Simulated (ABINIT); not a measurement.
# GaSb (Immm) in ABINIT: single point with PBE

Aim: the single point of GaSb with PBE.

Everything below comes from runs of ABINIT 10.8.3 (patched build). Logs are shortened: lines on timing, memory, paths and dates and some standing lists are left out, and cuts for length are marked. The log counts tension as positive stress, the text compression.

### Step 1. The structure

It takes space group Immm (No. 71, orthorhombic). Conventional cell: a = 3.112 Å, b = 5.350 Å, c = 5.787 Å, α = 90.00°, β = 90.00°, γ = 90.00°. Sb (site symmetry mmm) is surrounded by 6 Ga at 2.89 to 3.09 Å and 2 Sb at 3.11 Å. Ga (site symmetry mmm) is surrounded by 6 Sb at 2.89 to 3.09 Å and 2 Ga at 3.11 Å.

Measurements of this composition are mostly on another form, of space group No. 216.

### Step 2. Single point, PBE

Input file run.abi:

```
# Pseudopotentials
pp_dirpath "./"
pseudos "Sb.upf, Ga.upf"

# Structure
acell 8.0057794157 8.0057794157 8.0057794157
rprim
    -0.3672630252     0.6314217255     0.6829527619
     0.3672630252    -0.6314217255     0.6829527619
     0.3672630252     0.6314217255    -0.6829527619
ntypat 2
znucl 51 31
natom 2
typat 1 2
xred
     0.5000000000     0.5000000000     0.0000000000
     0.0000000000     0.0000000000     0.0000000000
chkprim 0
chksymtnons 0
tolsym 1.0e-6

# Plane-wave basis
ecut 40.0

# k points
kptopt 1
ngkpt 8 8 8
nshiftk 1
shiftk 0.0 0.0 0.0

# Exchange and correlation
ixc 11

# Bands and occupations
nband 18
occopt 3
tsmear 0.00183747

# SCF cycle
nstep 100
tolvrs 1.0e-10

# Output
iomode 3
prtwf 0
prteig 0
prtebands 0
prtden 1
prtvha 1
prtvclmb 1
prtpot 1
prtelf 1
```

Potentials or basis: PseudoDojo NC SR PBE v0.4.1 standard.

Started as:

```sh
> mpirun --bind-to none -np 4 abinit run.abi > log 2>&1
```

run.abo:

```text
.Version 10.8.3 of ABINIT
 Symmetries : space group Im m m (# 71); Bravais oI (body-center ortho.)
================================================================================
 Values of the parameters that define the memory need of the present run
     intxc =       0    ionmov =       0      iscf =       7    lmnmax =       6
     lnmax =       6     mgfft =      48  mpssoang =       3    mqgrid =    3001
     natom =       2  nloc_mem =       1    nspden =       1   nspinor =       1
    nsppol =       1      nsym =       8    n1xccc =    2501    ntypat =       2
    occopt =       3   xclevel =       2
       mpw =        3967          nfft =      110592          nkpt =          95
================================================================================
================================================================================

--------------------------------------------------------------------------------
------------- Echo of variables that govern the present computation ------------
--------------------------------------------------------------------------------
 -outvars: echo values of preprocessed input variables --------
            acell      8.0057794157E+00  8.0057794157E+00  8.0057794157E+00 Bohr
              amu      1.21753000E+02  6.97230000E+01
          chkprim           0
      chksymtnons           0
             ecut      4.00000000E+01 Hartree
                       outvar_i_n : Printing only first  50 k-points.
              ixc          11
                       outvar_i_n : Printing only first  50 k-points.
         kptrlatt        8    0    0      0    8    0      0    0    8
          kptrlen      4.70436283E+01
            natom           2
            nband          18
            ngfft          48      48      48
             nkpt          95
            nstep         100
             nsym           8
           ntypat           2
                       prtocc : prtvol=0, do not print more k-points.
           occopt           3
        prtebands           0
           prteig           0
           prtelf           1
           prtpot           1
         prtvclmb           1
           prtvha           1
            prtwf           0
            rprim     -3.6726302520E-01  6.3142172550E-01  6.8295276190E-01
                       3.6726302520E-01 -6.3142172550E-01  6.8295276190E-01
                       3.6726302520E-01  6.3142172550E-01 -6.8295276190E-01
          spgroup          71
           tolsym      1.00000000E-06
           tolvrs      1.00000000E-10
           tsmear      1.83747000E-03 Hartree
            typat      1  2
                       outvars : Printing only first  50 k-points.
           xangst     -4.6140409508E-17  6.0704424104E-17  2.8933129982E+00
                       0.0000000000E+00  0.0000000000E+00  0.0000000000E+00
            xcart     -8.7192737308E-17  1.1471473619E-16  5.4675691631E+00
                       0.0000000000E+00  0.0000000000E+00  0.0000000000E+00
             xred      5.0000000000E-01  5.0000000000E-01 -9.6467066526E-18
                       0.0000000000E+00  0.0000000000E+00  0.0000000000E+00
            znucl       51.00000   31.00000

================================================================================

 chkinp: Checking input parameters for consistency.

================================================================================
== DATASET  1 ==================================================================

--- !DatasetInfo
iteration_state: {dtset: 1, }
dimensions: {natom: 2, nkpt: 95, mband: 18, nsppol: 1, nspinor: 1, nspden: 1, mpw: 3967, }
cutoff_energies: {ecut:  40.0, pawecutdg:  -1.0, }
electrons: {nelect:   2.80000000E+01, charge:   0.00000000E+00, occopt:   3.00000000E+00, tsmear:   1.83747000E-03, }
meta: {optdriver: 0, ionmov: 0, optcell: 0, iscf: 7, paral_kgb: 0, }
...

 Exchange-correlation functional for the present dataset will be:
  GGA: Perdew-Burke-Ernzerhof functional - ixc=11
  J.P.Perdew, K.Burke, M.Ernzerhof, PRL 77, 3865 (1996)

 Real(R)+Recip(G) space primitive vectors, cartesian coordinates (Bohr,Bohr^-1):
 R(1)= -2.9402268  5.0550231  5.4675692  G(1)=  0.0000000  0.0989115  0.0914483
 R(2)=  2.9402268 -5.0550231  5.4675692  G(2)=  0.1700549  0.0000000  0.0914483
 R(3)=  2.9402268  5.0550231 -5.4675692  G(3)=  0.1700549  0.0989115  0.0000000
 Unit cell volume ucvol=  3.2505604E+02 bohr^3
 Angles (23,13,12)=  1.36906161E+02  1.01689814E+02  9.38503692E+01 degrees

 getcut: wavevector=  0.0000  0.0000  0.0000  ngfft=  48  48  48
         ecut(hartree)=     40.000   => boxcut(ratio)=   2.10703

--- Pseudopotential description ------------------------------------------------
- pspini: atom type   1  psp file is ./Sb.upf
12 -101130 2 -1 1434                          pspcod,pspxc,lmax,lloc,mmax
     nproj     2     2     2

- pspini: atom type   2  psp file is ./Ga.upf
12 -101130 2 -1 1902                          pspcod,pspxc,lmax,lloc,mmax
     nproj     2     2     2

   1.43779892E+03                                ecore*ucvol(ha*bohr**3)
--------------------------------------------------------------------------------

================================================================================

--- !BeginCycle
iteration_state: {dtset: 1, }
solver: {iscf: 7, nstep: 100, nline: 4, wfoptalg: 0, }
tolerances: {tolvrs: 1.00E-10, }
...

     iter   Etot(hartree)      deltaE(h)  residm     vres2
 ETOT  1  -164.51631904410    -1.645E+02 7.647E-01 4.856E+03
 ETOT  2  -166.74242971116    -2.226E+00 1.974E-01 7.589E+03
 ETOT  3  -167.29459977644    -5.522E-01 6.486E-02 1.417E+03
 ETOT  4  -167.38439594277    -8.980E-02 3.494E-02 4.443E+02
 ETOT  5  -167.41448640997    -3.009E-02 2.902E-02 1.142E+02
 ETOT  6  -167.42385005555    -9.364E-03 1.020E-02 1.324E+01
 ETOT  7  -167.42497772192    -1.128E-03 7.217E-03 1.118E+00
 ETOT  8  -167.42507525794    -9.754E-05 2.154E-03 7.217E-02
 ETOT  9  -167.42508119526    -5.937E-06 3.356E-03 1.130E-02
 ETOT 10  -167.42508223995    -1.045E-06 1.680E-03 3.262E-06
 ETOT 11  -167.42508224674    -6.788E-09 1.085E-03 1.412E-06
 ETOT 12  -167.42508224761    -8.650E-10 1.155E-03 2.685E-07
 ETOT 13  -167.42508224776    -1.519E-10 6.021E-04 3.166E-09
 ETOT 14  -167.42508224777    -1.566E-11 5.699E-04 2.752E-09
 ETOT 15  -167.42508224778    -8.498E-12 3.499E-04 1.007E-10
 ETOT 16  -167.42508224778     3.354E-12 2.817E-04 3.512E-10
 ETOT 17  -167.42508224779    -7.901E-12 1.731E-04 7.395E-12

 At SCF step   17       vres2   =  7.39E-12 < tolvrs=  1.00E-10 =>converged.

 Compute ELF
--------------------------------------------------------------------------------

 Compute kinetic energy density

 Compute gradient of the electron density
 Electron Localization Function (ELF) [min:0;max:1]
)     Maximum=    6.1138E-01  at reduced coord.    0.7292    0.7292    0.9792
)     Minimum=    0.0000E+00  at reduced coord.    0.0000    0.0000    0.0000
   Integrated=    9.8489E+01

--------------------------------------------------------------------------------
 End of ELF section

 Cartesian components of stress tensor (hartree/bohr^3)
  sigma(1 1)= -8.30546655E-05  sigma(3 2)=  0.00000000E+00
  sigma(2 2)=  3.90255029E-05  sigma(3 1)=  0.00000000E+00
  sigma(3 3)=  6.40703493E-05  sigma(2 1)=  0.00000000E+00

--- !ResultsGS
iteration_state: {dtset: 1, }
comment   : Summary of ground state results
lattice_vectors:
- [ -2.9402268,   5.0550231,   5.4675692, ]
- [  2.9402268,  -5.0550231,   5.4675692, ]
- [  2.9402268,   5.0550231,  -5.4675692, ]
lattice_lengths: [   8.00578,    8.00578,    8.00578, ]
lattice_angles: [136.906, 101.690,  93.850, ] # degrees, (23, 13, 12)
lattice_volume:   3.2505604E+02
convergence: {deltae: -7.901E-12, res2:  7.395E-12, residm:  1.731E-04, diffor: null, }
etotal    :  -1.67425082E+02
entropy   :   0.00000000E+00
fermie    :   2.31848856E-01
cartesian_stress_tensor: # hartree/bohr^3
- [ -8.30546655E-05,   0.00000000E+00,   0.00000000E+00, ]
- [  0.00000000E+00,   3.90255029E-05,   0.00000000E+00, ]
- [  0.00000000E+00,   0.00000000E+00,   6.40703493E-05, ]
pressure_GPa:  -1.9654E-01
xred      :
- [  5.0000E-01,   5.0000E-01,  -9.6467E-18, Sb]
- [  0.0000E+00,   0.0000E+00,   0.0000E+00, Ga]
cartesian_forces: # hartree/bohr
- [ -1.47564638E-30,  -1.79463087E-30,  -8.65680029E-31, ]
- [  1.47564638E-30,   1.79463087E-30,   8.65680029E-31, ]
force_length_stats: {min:   2.47944230E-30, max:   2.47944230E-30, mean:   2.47944230E-30, }
...

 Integrated electronic density in atomic spheres:
 ------------------------------------------------
 Atom  Sphere_radius  Integrated_density
    1        2.00000         11.18521227
    2        2.00000         10.74185164
================================================================================

 ----iterations are completed or convergence reached----

 Mean square residual over all n,k,spin=   27.338E-08; max=  17.310E-05
 reduced coordinates (array xred) for    2 atoms
       0.500000000000      0.500000000000     -0.000000000000
       0.000000000000      0.000000000000      0.000000000000
 rms dE/dt=  7.9671E-30; max dE/dt=  1.2622E-29; dE/dt below (all hartree)
    1       0.000000000000      0.000000000000      0.000000000000
    2      -0.000000000000      0.000000000000     -0.000000000000

 cartesian coordinates (angstrom) at end:
    1     -0.00000000000000     0.00000000000000     2.89331299819331
    2      0.00000000000000     0.00000000000000     0.00000000000000

 cartesian forces (hartree/bohr) at end:
    1     -0.00000000000000    -0.00000000000000    -0.00000000000000
    2      0.00000000000000     0.00000000000000     0.00000000000000
 frms,max,avg= 1.4315067E-30 1.7946309E-30   0.000E+00  0.000E+00  0.000E+00 h/b

 cartesian forces (eV/Angstrom) at end:
    1     -0.00000000000000    -0.00000000000000    -0.00000000000000
    2      0.00000000000000     0.00000000000000     0.00000000000000
 frms,max,avg= 7.3611033E-29 9.2283630E-29   0.000E+00  0.000E+00  0.000E+00 e/A
 length scales=  8.005779415700  8.005779415700  8.005779415700 bohr
              =  4.236476019431  4.236476019431  4.236476019431 angstroms
 Fermi (or HOMO) energy (hartree) =   0.23185   Average Vxc (hartree)=  -0.39120
 Eigenvalues (hartree) for nkpt=  95  k points:
 kpt#   1, nband= 18, wtk=  0.00195, kpt=  0.0000  0.0000  0.0000 (reduced coord)
  -0.83344   -0.82927   -0.82921   -0.82919   -0.82914   -0.31442   -0.31142   -0.31140
  -0.31008   -0.30964   -0.20462    0.11621    0.15586    0.17117    0.35871    0.43182
   0.46093    0.51192
      occupation numbers for kpt#   1
   2.00000    2.00000    2.00000    2.00000    2.00000    2.00000    2.00000    2.00000
   2.00000    2.00000    2.00000    2.00000    2.00000    2.00000    0.00000    0.00000
   0.00000    0.00000
 prteigrs : prtvol=0 or 1, do not print more k-points.

--- !EnergyTerms
iteration_state     : {dtset: 1, }
comment             : Components of total free energy in Hartree
kinetic             :  1.15921373878104E+02
hartree             :  4.15475582069531E+01
xc                  : -4.36635246666897E+01
Ewald energy        : -1.03029577354671E+02
psp_core            :  4.42323392072367E+00
local_psp           : -1.24971178073058E+02
non_local_psp       : -5.76526436397360E+01
internal            : -1.67424757728374E+02
'-kT*entropy'       : -3.24519411377656E-04
total_energy        : -1.67425082247786E+02
total_energy_eV     : -4.55586858030963E+03
band_energy         : -1.09534034157254E+01
...

 Cartesian components of stress tensor (hartree/bohr^3)
  sigma(1 1)= -8.30546655E-05  sigma(3 2)=  0.00000000E+00
  sigma(2 2)=  3.90255029E-05  sigma(3 1)=  0.00000000E+00
  sigma(3 3)=  6.40703493E-05  sigma(2 1)=  0.00000000E+00

-Cartesian components of stress tensor (GPa)         [Pressure= -1.9654E-01 GPa]
- sigma(1 1)= -2.44355262E+00  sigma(3 2)=  0.00000000E+00
- sigma(2 2)=  1.14816994E+00  sigma(3 1)=  0.00000000E+00
- sigma(3 3)=  1.88501476E+00  sigma(2 1)=  0.00000000E+00

== END DATASET(S) ==============================================================
================================================================================

 -outvars: echo values of variables after computation  --------
            acell      8.0057794157E+00  8.0057794157E+00  8.0057794157E+00 Bohr
           etotal     -1.6742508225E+02
            fcart     -1.4756463777E-30 -1.7946308683E-30 -8.6568002893E-31
                       1.4756463777E-30  1.7946308683E-30  8.6568002893E-31
            rprim     -3.6726302520E-01  6.3142172550E-01  6.8295276190E-01
                       3.6726302520E-01 -6.3142172550E-01  6.8295276190E-01
                       3.6726302520E-01  6.3142172550E-01 -6.8295276190E-01
           strten     -8.3054665456E-05  3.9025502895E-05  6.4070349331E-05
                       0.0000000000E+00  0.0000000000E+00  0.0000000000E+00
           xangst     -4.6140409508E-17  6.0704424104E-17  2.8933129982E+00
                       0.0000000000E+00  0.0000000000E+00  0.0000000000E+00
             xred      5.0000000000E-01  5.0000000000E-01 -9.6467066526E-18
                       0.0000000000E+00  0.0000000000E+00  0.0000000000E+00
 Calculation completed.
```

Run time: 1.8 min. Hardware: 4 MPI ranks of Arm Neoverse V1, shared host; peak memory 0.44 GiB.

What came out:

```yaml
Free_energy: -4555.8686 eV
Pressure: -0.2 GPa
Band_gap_on_the_k_mesh: none (metal or under the smearing width)
Valence_electrons_inside_the_program's_atomic_spheres: Sb 11.19; Ga 10.74
```

Stress tensor (GPa, compression positive):
```
 2.44  0.00  0.00
 0.00 -1.15  0.00
 0.00  0.00 -1.89
```

Levels at points of the mesh, in eV from the Fermi level:
```csv
k point,band 12,band 13,band 14,band 15,band 16,band 17
"(0.00, 0.00, 0.00)",-3.15,-2.07,-1.65,3.45,5.44,6.23
"(0.50, 0.00, 0.00)",-7.96,-0.14,1.54,2.12,2.64,4.89
"(0.00, 0.50, 0.00)",-5.94,-1.94,-0.40,-0.20,1.18,2.92
"(0.50, 0.50, 0.00)",-4.95,-2.93,-1.98,-1.65,3.39,3.93
"(0.50, 0.50, 0.50)",-5.86,-5.02,-4.72,3.38,7.27,9.66
```

The run has no spin-orbit coupling, so splittings on Sb are missing.
